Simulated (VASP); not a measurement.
# Pb (P6_3/mmc) in VASP: further runs, part 2 of 3

VASP 6.6.1. The steps go on from the part before.

## 3. Single point, PBEsol

Contents of INCAR:

```
PREC = Accurate
ENCUT = 450
EDIFF = 1E-6
ISMEAR = -1
SIGMA = 0.2
LREAL = False
LASPH = True
NELM = 100
ALGO = Normal
ISIF = 2
LWAVE = False
LCHARG = False
GGA = PS
ADDGRID = False
```

Contents of KPOINTS:

```
regular mesh
0
Gamma
  21 21 12
```

Contents of POSCAR:

```
Pb
1.0
    3.4800000000      0.0000000000      0.0000000000
   -1.7400000000      3.0137684052      0.0000000000
    0.0000000000      0.0000000000      5.5900000000
Pb
2
Direct
    0.6916670000      0.3496840000      0.7502860000
    0.3559200000      0.6835750000      0.2530120000
```

Potentials or basis: VASP PAW PBE potentials, release 64 (Pb_d).

Run with:

```bash
$ cat potpaw_PBE.64/Pb_d/POTCAR > POTCAR
$ mpirun -np 1 vasp_std > vasp.out
```

OUTCAR:

```text
PREC = Accurate
   ENCUT = 450
   EDIFF = 1E-6
   ISMEAR = -1
   LREAL = False
   LASPH = True
   NELM = 100
   ISIF = 2
   GGA = PS

 Found   2647 irreducible k-points:

 Following reciprocal coordinates:
            Coordinates               Weight
  0.000000  0.000000  0.000000      1.000000
  0.047619  0.000000  0.000000      2.000000
  0.000000  0.047619  0.000000      2.000000
 -0.047619  0.047619  0.000000      2.000000
  0.095238 -0.000000  0.000000      2.000000
  0.000000  0.095238  0.000000      2.000000
   k-points           NKPTS =   2647   k-points in BZ     NKDIM =   2647   number of bands    NBANDS=     18
   number of dos      NEDOS =    301   number of ions     NIONS =      2
   total plane-waves  NPLWV =  23040
   dimension x,y,z NGX =    24 NGY =   24 NGZ =   40
   dimension x,y,z NGXF=    48 NGYF=   48 NGZF=   80
   ions per type =               2
   NGX,Y,Z   is equivalent  to a cutoff of  11.47, 11.47, 11.90 a.u.
   NGXF,Y,Z  is equivalent  to a cutoff of  22.93, 22.93, 23.79 a.u.
 SYSTEM =  unknown system
   PREC   = accura    normal or accurate (medium, high low for compatibility)
   ISTART =      0    job   : 0-new  1-cont  2-samecut
   ICHARG =      2    charge: 1-file 2-atom 10-const
   ISPIN  =      1    spin polarized calculation?
   LNONCOLLINEAR =      F non collinear calculations
   LSORBIT =      F    spin-orbit coupling
   LASPH  =      T    aspherical Exc in radial PAW
   ENCUT  =  450.0 eV  33.07 Ry    5.75 a.u.   6.02  6.02  9.67*2*pi/ulx,y,z
   NELM   =    100;   NELMIN=  2; NELMDL= -5     # of ELM steps
   EDIFF  = 0.1E-05   stopping-criterion for ELM
   LREAL  =      F    real-space projection
   EDIFFG = 0.1E-04   stopping-criterion for IOM
   NSW    =      0    number of steps for IOM
   IBRION =     -1    ionic relax: 0-MD 1-quasi-New 2-CG
   NFREE  =      0    steps in history (QN), initial steepest desc. (CG)
   ISIF   =      2    stress and relaxation
   ISYM   =      2    0-nonsym 1-usesym 2-fastsym
   POTIM  = 0.5000    time-step for ionic-motion
   TEBEG  =    0.0;   TEEND  =   0.0 temperature during run
   PSTRESS=    0.0 pullay stress
   NELECT =      28.0000    total number of electrons
   NUPDOWN=      -1.0000    fix difference up-down
   EMIN   =  10.00;   EMAX   =-10.00  energy-range for DOS
   EFERMI =   0.00;   METHOD = LEGACY
   ISMEAR =    -1;   SIGMA  =   0.20  broadening in eV -4-tet -1-fermi 0-gaus
   EFERMI_NEDOS =   21; number of points for ismear=-14 and -15
   IALGO  =     38    algorithm
   IMIX   =      4    mixing-type and parameters
     AMIX     =   0.40;   BMIX     =  1.00
     AMIX_MAG =   1.60;   BMIX_MAG =  1.00
  volume/ion in A,a.u.               =      29.31       197.82
  Fermi-wavevector in a.u.,A,eV,Ry     =   1.279658  2.418203 22.279870  1.637524
  Thomas-Fermi vector in A             =   2.412131
   LORBIT       =      0    0 simple, 1 ext, 2 COOP (PROOUT), +10 PAW based schemes
   GGA     = PS    functional components
   LHFCALC =     F    Hartree Fock is set to
   AEXX    =    0.0000 exact exchange contribution
   IVDW    =     0    specifies the selected vdW correction
   LEPSILON=     F    determine dielectric tensor
   LRPA    =     F    only Hartree local field effects (RPA)
 non-spin polarized calculation
  energy-cutoff  :      450.00
  volume of cell :       58.63
 maximum number of plane-waves:      1302
   NGX = 13   NGY = 13   NGZ = 19

 number of electron      28.0000002 magnetization

 Free energy of the ion-electron system (eV)
  ---------------------------------------------------
  ext. energy  EPLUGINS =         0.00000000
  ---------------------------------------------------
  free energy    TOTEN  =        -8.03455207 eV

  energy without entropy =       -7.89158128  energy(sigma->0) =       -7.96306667

 E-fermi :   7.4492     XC(G=0): -10.5064

 val. band max:        7.4490938032   @ k =  -0.3810  -0.0952   0.1667
 cond. band min:       7.4492853832   @ k =  -0.2857  -0.2381   0.1667
 fundamental gap:      0.0001915800
 Fermi energy:         7.4492066602

 k-point     1 :       0.0000    0.0000    0.0000
  band No.  band energies     occupation
      1      -9.5738      2.00000
      2      -9.5237      2.00000
      3      -9.5086      2.00000
      4      -9.5082      2.00000
      5      -9.4837      2.00000
      6      -9.4832      2.00000
[... 10 lines left out ...]
     17      14.9682      0.00000
     18      15.6166      0.00000

 k-point     2 :       0.0476    0.0000    0.0000
  band No.  band energies     occupation
      1      -9.5713      2.00000
      2      -9.5293      2.00000
      3      -9.5025      2.00000
      4      -9.5011      2.00000
      5      -9.4821      2.00000
      6      -9.4781      2.00000
[... 10 lines left out ...]
     17      15.0307      0.00000
     18      15.5740      0.00000

 k-point     3 :       0.0000    0.0476    0.0000
  band No.  band energies     occupation
      1      -9.5714      2.00000
      2      -9.5292      2.00000
      3      -9.5026      2.00000
      4      -9.5010      2.00000
      5      -9.4824      2.00000
      6      -9.4779      2.00000
[... 10 lines left out ...]
     17      15.0411      0.00000
     18      15.5744      0.00000

 k-point     4 :      -0.0476    0.0476    0.0000
  band No.  band energies     occupation
      1      -9.5716      2.00000
      2      -9.5289      2.00000
      3      -9.5028      2.00000
      4      -9.5007      2.00000
      5      -9.4828      2.00000
      6      -9.4777      2.00000
[... 10 lines left out ...]
     17      15.0595      0.00000
     18      15.5750      0.00000

 k-point     5 :       0.0952   -0.0000    0.0000
  band No.  band energies     occupation
      1      -9.5690      2.00000
      2      -9.5347      2.00000
      3      -9.4887      2.00000
      4      -9.4857      2.00000
      5      -9.4758      2.00000
      6      -9.4624      2.00000
[... 10 lines left out ...]
     17      15.1589      0.00000
     18      15.3982      0.00000

 k-point     6 :       0.0000    0.0952    0.0000
  band No.  band energies     occupation
      1      -9.5693      2.00000
      2      -9.5344      2.00000
      3      -9.4884      2.00000
      4      -9.4858      2.00000
      5      -9.4762      2.00000
      6      -9.4624      2.00000
[... 10 lines left out ...]
     17      15.1656      0.00000
     18      15.3997      0.00000

 [... further k-points ...]

------------------------ aborting loop because EDIFF is reached ----------------------------------------

  FORCE on cell =-STRESS in cart. coord.  units (eV):
  Direction    XX          YY          ZZ          XY          YZ          ZX
  --------------------------------------------------------------------------------------
  -------------------------------------------------------------------------------------
  Total        0.2421467      0.2442700      0.7744174      0.0057664      0.0001467     -0.0007273
  in kB        6.6174116      6.6754387     21.1633668      0.1575855      0.0040084     -0.0198770
  external PRESSURE =      11.4854057 kB  Pullay stress =       0.0000000 kB

 VOLUME and BASIS-vectors are now :
 -----------------------------------------------------------------------------
  energy-cutoff  :      450.00
  volume of cell :       58.63
      direct lattice vectors                 reciprocal lattice vectors
     3.480000000  0.000000000  0.000000000     0.287356322  0.165905250  0.000000000
    -1.740000000  3.013768405  0.000000000     0.000000000  0.331810500  0.000000000
     0.000000000  0.000000000  5.590000000     0.000000000  0.000000000  0.178890877

 POSITION                                       TOTAL-FORCE (eV/Angst)
 -----------------------------------------------------------------------------------
      1.79855      1.05387      4.19410        -0.003555      0.000554      0.038188
      0.04918      2.06014      1.41434         0.003555     -0.000554     -0.038188
 -----------------------------------------------------------------------------------
    total drift:                               -0.000051      0.000037     -0.000070

  FREE ENERGIE OF THE ION-ELECTRON SYSTEM (eV)
  ---------------------------------------------------
  free  energy   TOTEN  =        -8.0345520663 eV

  energy  without entropy=       -7.8915812821  energy(sigma->0) =       -7.96306667
```

stdout:

```text
POSCAR found type information on POSCAR Pb
 POSCAR found :  1 types and       2 ions
 scaLAPACK will be used
 -----------------------------------------------------------------------------
|                                                                             |
|                                                                             |
|     You enforced a specific xc type in the INCAR file but a different       |
|     I HOPE YOU KNOW WHAT YOU ARE DOING!                                     |
|                                                                             |
 -----------------------------------------------------------------------------

 LDA part: xc-table for (Slater+PW92), standard interpolation
 POSCAR, INCAR and KPOINTS ok, starting setup
 FFT: planning ... GRIDC
 FFT: planning ... GRID_SOFT
 FFT: planning ... GRID
 WAVECAR not read
 entering main loop
```

Wall time 6.6 min (1 thread of Intel Xeon 6975P-C (Granite Rapids), shared host); peak memory 1.7 GiB.

The run converged, but some of its settings lie outside the range that counts as converged, so its numbers aren't taken as properties of the crystal.

Results:

```yaml
Free_energy: -8.0346 eV
Pressure: 1.1 GPa
Largest_force: 0.038 eV/Å
Band_gap_on_the_k_mesh: none (metal or under the smearing width)
```

Caveat: the PAW data sets were made with another functional, which shifts forces and pressure a little.

(Continued in part 3 of 3.)
